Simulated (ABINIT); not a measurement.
# TePb (Pm-3m) in ABINIT: a series of runs

The runs below take TePb through band structure, equation of state, with BP86, PBEsol, RPBE, HCTH407, LDA.

All numbers are computed with ABINIT 10.8.3 (patched build); they aren't measurements. Logs are shortened: lines on timing, memory, paths and dates and some standing lists are left out, and cuts for length are marked. The log counts tension as positive stress, the text compression.

**1. Starting point**

The structure is cubic, space group Pm-3m (No. 221). Conventional cell: a = 4.002 Å, b = 4.002 Å, c = 4.002 Å, α = 90.00°, β = 90.00°, γ = 90.00°. Pb (site symmetry m-3m) is surrounded by 8 Te at 3.47 Å. Around Te (site symmetry m-3m) lie 8 Pb at 3.47 Å.

Measurements of this composition are mostly on another form, of space group No. 225.

**2. Band structure, BP86**

Contents of run.abi:

```
# Datasets: ground state, then fixed potential
ndtset 2

# Pseudopotentials
pp_dirpath "./"
pseudos "Pb.GGA_PBE-JTH.xml, Te.GGA_PBE-JTH.xml"

# Structure
acell 4.002287 4.002287 4.002287 Angstrom
rprim
     1.0000000000     0.0000000000     0.0000000000
     0.0000000000     1.0000000000     0.0000000000
     0.0000000000     0.0000000000     1.0000000000
ntypat 2
znucl 82 52
natom 2
typat 1 2
xcart
     0.0000000000     0.0000000000     0.0000000000
     3.7816131511     3.7816131511     3.7816131511

# Plane-wave basis
ecut 22.0
pawecutdg 44.0

# Exchange and correlation
ixc -106132

# Bands and occupations
occopt 3
tsmear 0.00183747

# SCF cycle
nstep 100

# Output
iomode 3
prtwf 0
prteig 0
prtebands 0
enunit 1
prtden1 1

# Dataset 1
kptopt1 1
ngkpt1 7 7 7
nshiftk1 1
shiftk1 0.0 0.0 0.0
nband1 14
tolvrs1 1.0e-9

# Dataset 2: bands along G-X-M-G-R-X
iscf2 -2
getden2 1
nband2 20
nbdbuf2 4
tolwfr2 1.0e-11
kptopt2 -5
ndivsm2 8
prteig2 1
kptbounds2
     0.0000000000     0.0000000000     0.0000000000
     0.0000000000     0.5000000000     0.0000000000
     0.5000000000     0.5000000000     0.0000000000
     0.0000000000     0.0000000000     0.0000000000
     0.5000000000     0.5000000000     0.5000000000
     0.0000000000     0.5000000000     0.0000000000
```

Potentials or basis: JTH PAW PBE v2.0.

On the command line:

```console
$ abinit run.abi > log 2>&1
```

run.abo:

```text
.Version 10.8.3 of ABINIT
 DATASET    1 : space group Pm -3 m (#221); Bravais cP (primitive cubic)
================================================================================
 Values of the parameters that define the memory need for DATASET  1.
     intxc =       0    ionmov =       0      iscf =      17    lmnmax =      18
     lnmax =       6     mgfft =      32  mpssoang =       3    mqgrid =    3001
     natom =       2  nloc_mem =       2    nspden =       1   nspinor =       1
    nsppol =       1      nsym =      48    n1xccc =       1    ntypat =       2
    occopt =       3   xclevel =       2
       mpw =        2164          nfft =       32768          nkpt =          20
 PAW method is used; the additional fine FFT grid is defined by:
   mgfftf=        48    nfftf =    110592
================================================================================
================================================================================

 DATASET    2 : space group Pm -3 m (#221); Bravais cP (primitive cubic)
================================================================================
 Values of the parameters that define the memory need for DATASET  2.
     intxc =       0    ionmov =       0      iscf =      -2    lmnmax =      18
     lnmax =       6     mgfft =      32  mpssoang =       3    mqgrid =    3001
     natom =       2  nloc_mem =       2    nspden =       1   nspinor =       1
    nsppol =       1      nsym =      48    n1xccc =       1    ntypat =       2
    occopt =       3   xclevel =       2
       mpw =        2176          nfft =       32768          nkpt =          53
 PAW method is used; the additional fine FFT grid is defined by:
   mgfftf=        48    nfftf =    110592
================================================================================
================================================================================

--------------------------------------------------------------------------------
------------- Echo of variables that govern the present computation ------------
--------------------------------------------------------------------------------
 -outvars: echo values of preprocessed input variables --------
            acell      7.5632263073E+00  7.5632263073E+00  7.5632263073E+00 Bohr
              amu      2.07200000E+02  1.27600000E+02
             ecut      2.20000000E+01 Hartree
           enunit           1
           getden1          0
           getden2          1
             iscf1         17
             iscf2         -2
                       outvar_i_n : Printing only first  50 k-points.
              ixc     -106132
           jdtset        1    2
                       outvar_i_n : Printing only first  50 k-points.
           kptopt1          1
           kptopt2         -5
         kptrlatt        7    0    0      0    7    0      0    0    7
[... 718 lines left out ...]
xred      :
- [  0.0000E+00,   0.0000E+00,   0.0000E+00, Pb]
- [  5.0000E-01,   5.0000E-01,   5.0000E-01, Te]
cartesian_forces: null
force_length_stats: {min: null, max: null, mean: null, }
...

 Integrated electronic density in atomic spheres:
 ------------------------------------------------
 Atom  Sphere_radius  Integrated_density
    1        2.40264         11.30261922
    2        2.31107          3.11321768

================================================================================

 ----iterations are completed or convergence reached----

 Mean square residual over all n,k,spin=   58.824E-13; max=  99.908E-13
 reduced coordinates (array xred) for    2 atoms
       0.000000000000      0.000000000000      0.000000000000
       0.500000000000      0.500000000000      0.500000000000

 cartesian coordinates (angstrom) at end:
    1      0.00000000000000     0.00000000000000     0.00000000000000
    2      2.00114350000000     2.00114350000000     2.00114350000000
 length scales=  7.563226307281  7.563226307281  7.563226307281 bohr
              =  4.002287000000  4.002287000000  4.002287000000 angstroms
 Eigenvalues (   eV  ) for nkpt=  53  k points:
 kpt#   1, nband= 20, wtk=  1.00000, kpt=  0.0000  0.0000  0.0000 (reduced coord)
 -17.74091  -17.74091  -17.65820  -17.65820  -17.65820  -12.74350   -7.44962   -2.12555
  -2.12555   -2.12555    3.61478    3.61478    4.59937    4.59937    4.59937    9.48282
  10.96432   10.96432   10.96432   11.68920
 kpt#   2, nband= 20, wtk=  1.00000, kpt=  0.0000  0.0625  0.0000 (reduced coord)
 -17.74077  -17.73829  -17.65914  -17.65914  -17.65811  -12.71242   -7.51262   -2.16294
  -2.09074   -2.09074    3.64393    3.72713    4.44478    4.49752    4.49752    9.72556
  10.65841   10.65841   10.98013   11.08197
 kpt#   3, nband= 20, wtk=  1.00000, kpt=  0.0000  0.1250  0.0000 (reduced coord)
 -17.74037  -17.73084  -17.66182  -17.66182  -17.65786  -12.61993   -7.69822   -2.23920
  -1.98750   -1.98750    3.48972    3.73105    4.20781    4.20781    4.64958   10.19069
  10.28866   10.35275   10.35275   11.02670
 kpt#   4, nband= 20, wtk=  1.00000, kpt=  0.0000  0.1875  0.0000 (reduced coord)
 -17.73977  -17.71970  -17.66584  -17.66584  -17.65750  -12.46857   -7.99341   -2.28347
  -1.81972   -1.81972    2.77136    3.77422    3.77422    3.87487    5.47004    9.33252
  10.24294   10.24294   10.89691   11.10111
 kpt#   5, nband= 20, wtk=  1.00000, kpt=  0.0000  0.2500  0.0000 (reduced coord)
[... 181 lines left out ...]
  -2.46113   -1.31121    0.77488    1.70462    3.19175    6.19215    8.10351    8.30453
   8.31945   12.15365   12.25160   12.48945
 kpt#  51, nband= 20, wtk=  1.00000, kpt=  0.0909  0.5000  0.0909 (reduced coord)
 -17.72897  -17.68710  -17.68503  -17.66872  -17.65950  -11.31474   -9.55770   -1.97321
  -1.96723   -1.01230    1.01888    1.22659    2.53799    5.54420    7.32493    9.36285
   9.47794   11.92749   12.01924   12.47348
 kpt#  52, nband= 20, wtk=  1.00000, kpt=  0.0455  0.5000  0.0455 (reduced coord)
 -17.73513  -17.68399  -17.68343  -17.67145  -17.65683  -11.38445   -9.64928   -1.54409
  -1.30579   -0.79554    0.24909    1.57080    1.95146    5.11629    6.78456   10.61086
  10.75176   11.79001   11.87846   12.28341
 kpt#  53, nband= 20, wtk=  1.00000, kpt=  0.0000  0.5000  0.0000 (reduced coord)
 -17.73724  -17.68288  -17.68288  -17.67239  -17.65593  -11.40836   -9.68015   -1.35607
  -0.71497   -0.71497   -0.38394    1.70408    1.70408    4.96506    6.58588   11.51874
  11.74431   11.74432   11.79419   11.92954

== END DATASET(S) ==============================================================
================================================================================

 -outvars: echo values of variables after computation  --------
            acell      7.5632263073E+00  7.5632263073E+00  7.5632263073E+00 Bohr
           etotal1    -6.9628034099E+01
            fcart1    -0.0000000000E+00 -0.0000000000E+00 -0.0000000000E+00
                      -0.0000000000E+00 -0.0000000000E+00 -0.0000000000E+00
           strten1    -1.6619780589E-05 -1.6619780589E-05 -1.6619780589E-05
                       0.0000000000E+00  0.0000000000E+00  0.0000000000E+00
           xangst      0.0000000000E+00  0.0000000000E+00  0.0000000000E+00
                       2.0011435000E+00  2.0011435000E+00  2.0011435000E+00
             xred      0.0000000000E+00  0.0000000000E+00  0.0000000000E+00
                       5.0000000000E-01  5.0000000000E-01  5.0000000000E-01
 Calculation completed.
```

Wall time 67 s (1 thread of Arm Neoverse V1, shared host); peak memory 0.13 GiB.

Results:

```
Free energy                                           : -1894.6753 eV
Pressure                                              : 0.5 GPa
Band gap on the k mesh                                : none (metal or under the smearing width)
Valence electrons inside the program's atomic spheres : Pb 11.30; Te 3.11
```

Levels at the corners of the path, in eV from the Fermi level:
| point | band 8 | band 9 | band 10 | band 11 | band 12 | band 13 |
| --- | --- | --- | --- | --- | --- | --- |
| Γ | -1.55 | -1.55 | -1.55 | 4.19 | 4.19 | 5.17 |
| X | -0.79 | -0.14 | -0.14 | 0.19 | 2.28 | 2.28 |
| M | -4.34 | -4.34 | 0.21 | 3.49 | 3.71 | 3.71 |
| Γ | -1.55 | -1.55 | -1.55 | 4.19 | 4.19 | 5.17 |
| R | -2.42 | -2.42 | -2.42 | -1.03 | -1.03 | -1.03 |
| X | -0.79 | -0.14 | -0.14 | 0.19 | 2.28 | 2.28 |

Caveat: the PAW data sets were made with another functional, which shifts forces and pressure a little; spin-orbit coupling is left out, which moves the levels of the heavy elements.

**3. Band structure, PBEsol**

run.abi: that of step 2 with these lines changed.

```diff
@@ -5,3 +5,3 @@
 pp_dirpath "./"
-pseudos "Pb.GGA_PBE-JTH.xml, Te.GGA_PBE-JTH.xml"
+pseudos "Pb.GGA_PBE-JTH_sp.xml, Te.GGA_PBE-JTH.xml"
 
@@ -17,12 +17,12 @@
 typat 1 2
-xcart
+xred
      0.0000000000     0.0000000000     0.0000000000
-     3.7816131511     3.7816131511     3.7816131511
+     0.5000000000     0.5000000000     0.5000000000
 
 # Plane-wave basis
-ecut 22.0
-pawecutdg 44.0
+ecut 15.0
+pawecutdg 30.0
 
 # Exchange and correlation
-ixc -106132
+ixc -116133
 
@@ -40,4 +40,6 @@
 prtebands 0
-enunit 1
 prtden1 1
+prtvha1 1
+prtvclmb1 1
+prtpot1 1
 
@@ -48,3 +50,3 @@
 shiftk1 0.0 0.0 0.0
-nband1 14
+nband1 9
 tolvrs1 1.0e-9
@@ -54,3 +56,3 @@
 getden2 1
-nband2 20
+nband2 15
 nbdbuf2 4
```

Potentials or basis: JTH PAW PBE v2.0 sp.

On the command line:

```console
$ abinit run.abi > log 2>&1
```

run.abo:

```text
.Version 10.8.3 of ABINIT
 DATASET    1 : space group Pm -3 m (#221); Bravais cP (primitive cubic)
================================================================================
 Values of the parameters that define the memory need for DATASET  1.
     intxc =       0    ionmov =       0      iscf =      17    lmnmax =      13
     lnmax =       5     mgfft =      30  mpssoang =       3    mqgrid =    3001
     natom =       2  nloc_mem =       2    nspden =       1   nspinor =       1
    nsppol =       1      nsym =      48    n1xccc =       1    ntypat =       2
    occopt =       3   xclevel =       2
       mpw =        1217          nfft =       27000          nkpt =          20
 PAW method is used; the additional fine FFT grid is defined by:
   mgfftf=        40    nfftf =     64000
================================================================================
================================================================================

 DATASET    2 : space group Pm -3 m (#221); Bravais cP (primitive cubic)
================================================================================
 Values of the parameters that define the memory need for DATASET  2.
     intxc =       0    ionmov =       0      iscf =      -2    lmnmax =      13
     lnmax =       5     mgfft =      30  mpssoang =       3    mqgrid =    3001
     natom =       2  nloc_mem =       2    nspden =       1   nspinor =       1
    nsppol =       1      nsym =      48    n1xccc =       1    ntypat =       2
    occopt =       3   xclevel =       2
       mpw =        1221          nfft =       27000          nkpt =          53
 PAW method is used; the additional fine FFT grid is defined by:
   mgfftf=        40    nfftf =     64000
================================================================================
================================================================================

--------------------------------------------------------------------------------
------------- Echo of variables that govern the present computation ------------
--------------------------------------------------------------------------------
 -outvars: echo values of preprocessed input variables --------
            acell      7.5632263073E+00  7.5632263073E+00  7.5632263073E+00 Bohr
              amu      2.07200000E+02  1.27600000E+02
             ecut      1.50000000E+01 Hartree
           getden1          0
           getden2          1
             iscf1         17
             iscf2         -2
                       outvar_i_n : Printing only first  50 k-points.
              ixc     -116133
           jdtset        1    2
                       outvar_i_n : Printing only first  50 k-points.
           kptopt1          1
           kptopt2         -5
         kptrlatt        7    0    0      0    7    0      0    0    7
          kptrlen1     5.29425842E+01
          kptrlen2     3.00000000E+01
            natom           2
            nband1          9
            nband2         15
           nbdbuf1          0
           nbdbuf2          4
           ndtset           2
           ndivsm1          0
           ndivsm2          8
            ngfft          30      30      30
          ngfftdg          40      40      40
             nkpt1         20
             nkpt2         53
            nstep         100
[... 586 lines left out ...]
  6.14E-12  6.07E-12  4.90E-12  2.62E-12  4.56E-12  6.32E-12  6.26E-12  5.11E-12
  8.07E-12  5.96E-12  6.57E-12  6.94E-12  5.24E-12  6.96E-12  2.43E-04
 -5.4255E-01 -4.7712E-01 -1.8013E-01 -1.7271E-01 -1.5318E-01 -1.1526E-01
 -6.4783E-02 -5.0286E-02  6.3681E-02  9.8425E-02  1.9574E-01  1.9799E-01
  2.0286E-01  2.0334E-01  2.9990E-01
 Non-SCF case, kpt   53 (  0.00000  0.50000  0.00000), residuals and eigenvalues=
  8.06E-12  4.37E-12  3.80E-12  4.08E-12  5.32E-12  1.36E-12  7.27E-12  4.79E-12
  9.89E-12  3.04E-12  1.40E-12  2.87E-12  4.21E-12  1.13E-12  2.16E-04
 -5.4338E-01 -4.7830E-01 -1.7317E-01 -1.5011E-01 -1.5011E-01 -1.3955E-01
 -5.9438E-02 -5.9438E-02  5.8045E-02  9.1927E-02  2.0013E-01  2.0291E-01
  2.0291E-01  2.0458E-01  3.1228E-01

--- !ResultsGS
iteration_state: {dtset: 2, }
comment   : Summary of ground state results
lattice_vectors:
- [  7.5632263,   0.0000000,   0.0000000, ]
- [  0.0000000,   7.5632263,   0.0000000, ]
- [  0.0000000,   0.0000000,   7.5632263, ]
lattice_lengths: [   7.56323,    7.56323,    7.56323, ]
lattice_angles: [ 90.000,  90.000,  90.000, ] # degrees, (23, 13, 12)
lattice_volume:   4.3263464E+02
convergence: {deltae:  0.000E+00, res2:  0.000E+00, residm:  9.953E-12, diffor:  0.000E+00, }
etotal    :  -1.20657439E+01
entropy   :   0.00000000E+00
fermie    :  -1.45005047E-01
cartesian_stress_tensor: null
pressure_GPa: null
xred      :
- [  0.0000E+00,   0.0000E+00,   0.0000E+00, Pb]
- [  5.0000E-01,   5.0000E-01,   5.0000E-01, Te]
cartesian_forces: null
force_length_stats: {min: null, max: null, mean: null, }
...

 Integrated electronic density in atomic spheres:
 ------------------------------------------------
 Atom  Sphere_radius  Integrated_density
    1        2.91365          2.46942897
    2        2.31107          3.09652680

================================================================================

 ----iterations are completed or convergence reached----

 Mean square residual over all n,k,spin=   53.843E-13; max=  99.526E-13
 reduced coordinates (array xred) for    2 atoms
       0.000000000000      0.000000000000      0.000000000000
       0.500000000000      0.500000000000      0.500000000000

 cartesian coordinates (angstrom) at end:
    1      0.00000000000000     0.00000000000000     0.00000000000000
    2      2.00114350000000     2.00114350000000     2.00114350000000
 length scales=  7.563226307281  7.563226307281  7.563226307281 bohr
              =  4.002287000000  4.002287000000  4.002287000000 angstroms
 Eigenvalues (hartree) for nkpt=  53  k points:
 kpt#   1, nband= 15, wtk=  1.00000, kpt=  0.0000  0.0000  0.0000 (reduced coord)
  -0.59255   -0.39450   -0.20143   -0.20143   -0.20143    0.00002    0.00002    0.04818
   0.04818    0.04818    0.19066    0.19066    0.19066    0.21767    0.22724
 kpt#   2, nband= 15, wtk=  1.00000, kpt=  0.0000  0.0625  0.0000 (reduced coord)
  -0.59141   -0.39686   -0.20305   -0.20017   -0.20017    0.00115    0.00531    0.04096
   0.04430    0.04430    0.19067    0.19067    0.19109    0.22151    0.22559
 kpt#   3, nband= 15, wtk=  1.00000, kpt=  0.0000  0.1250  0.0000 (reduced coord)
  -0.58799   -0.40384   -0.20636   -0.19641   -0.19641    0.00342    0.00453    0.03335
   0.03335    0.04076    0.19107    0.19107    0.19237    0.20626    0.22938
 kpt#   4, nband= 15, wtk=  1.00000, kpt=  0.0000  0.1875  0.0000 (reduced coord)
  -0.58241   -0.41496   -0.20841   -0.19031   -0.19031   -0.02169    0.01014    0.01710
   0.01710    0.06798    0.18554    0.19241    0.19241    0.19437    0.23311
 kpt#   5, nband= 15, wtk=  1.00000, kpt=  0.0000  0.2500  0.0000 (reduced coord)
  -0.57485   -0.42924   -0.20710   -0.18213   -0.18213   -0.05119   -0.00215   -0.00215
   0.01792    0.10447    0.16275    0.19474    0.19474    0.19689    0.23903
 kpt#   6, nband= 15, wtk=  1.00000, kpt=  0.0000  0.3125  0.0000 (reduced coord)
  -0.56572   -0.44514   -0.20168   -0.17242   -0.17242   -0.08006   -0.02210   -0.02210
[... 128 lines left out ...]
  -0.53130   -0.46031   -0.23632   -0.23120   -0.18531   -0.11408   -0.04392    0.00951
   0.13067    0.13306    0.13835    0.15980    0.20723    0.20991    0.25456
 kpt#  50, nband= 15, wtk=  1.00000, kpt=  0.1364  0.5000  0.1364 (reduced coord)
  -0.53628   -0.46795   -0.21868   -0.21421   -0.17279   -0.09579   -0.06037   -0.00419
   0.10348    0.13711    0.15009    0.15817    0.20485    0.20675    0.25824
 kpt#  51, nband= 15, wtk=  1.00000, kpt=  0.0909  0.5000  0.0909 (reduced coord)
  -0.54013   -0.47363   -0.19726   -0.19604   -0.16143   -0.08634   -0.07834   -0.02854
   0.07957    0.11519    0.17576    0.18361    0.20314    0.20462    0.27251
 kpt#  52, nband= 15, wtk=  1.00000, kpt=  0.0455  0.5000  0.0455 (reduced coord)
  -0.54255   -0.47712   -0.18013   -0.17271   -0.15318   -0.11526   -0.06478   -0.05029
   0.06368    0.09842    0.19574    0.19799    0.20286    0.20334    0.29990
 kpt#  53, nband= 15, wtk=  1.00000, kpt=  0.0000  0.5000  0.0000 (reduced coord)
  -0.54338   -0.47830   -0.17317   -0.15011   -0.15011   -0.13955   -0.05944   -0.05944
   0.05804    0.09193    0.20013    0.20291    0.20291    0.20458    0.31228

== END DATASET(S) ==============================================================
================================================================================

 -outvars: echo values of variables after computation  --------
            acell      7.5632263073E+00  7.5632263073E+00  7.5632263073E+00 Bohr
           etotal1    -1.2065743918E+01
            fcart1    -0.0000000000E+00 -0.0000000000E+00 -0.0000000000E+00
                      -0.0000000000E+00 -0.0000000000E+00 -0.0000000000E+00
           strten1     9.1053894615E-05  9.1053894615E-05  9.1053894615E-05
                       0.0000000000E+00  0.0000000000E+00  0.0000000000E+00
           xangst      0.0000000000E+00  0.0000000000E+00  0.0000000000E+00
                       2.0011435000E+00  2.0011435000E+00  2.0011435000E+00
             xred      0.0000000000E+00  0.0000000000E+00  0.0000000000E+00
                       5.0000000000E-01  5.0000000000E-01  5.0000000000E-01
 Calculation completed.
```

Wall time 27 s (1 thread of Arm Neoverse V1, shared host); peak memory 0.11 GiB.

Results:

* Free energy: -328.3256 eV
* Pressure: -2.7 GPa
* Band gap on the k mesh: none (metal or under the smearing width)
* Valence electrons inside the program's atomic spheres: Pb 2.47; Te 3.10

Levels at the corners of the path, in eV from the Fermi level:
```tsv
point	band 3	band 4	band 5	band 6	band 7	band 8
Γ	-1.54	-1.54	-1.54	3.95	3.95	5.26
X	-0.77	-0.14	-0.14	0.15	2.33	2.33
M	-4.40	-4.40	0.28	3.57	3.77	3.77
Γ	-1.54	-1.54	-1.54	3.95	3.95	5.26
R	-2.49	-2.49	-2.49	-1.09	-1.09	-1.09
X	-0.77	-0.14	-0.14	0.15	2.33	2.33
```

Caveat: the PAW data sets were made with another functional, which shifts forces and pressure a little; spin-orbit coupling is left out, which moves the levels of the heavy elements; this set keeps more shells in the core, which shifts pressures and gaps.

(Part 1 of 2 ends here.)
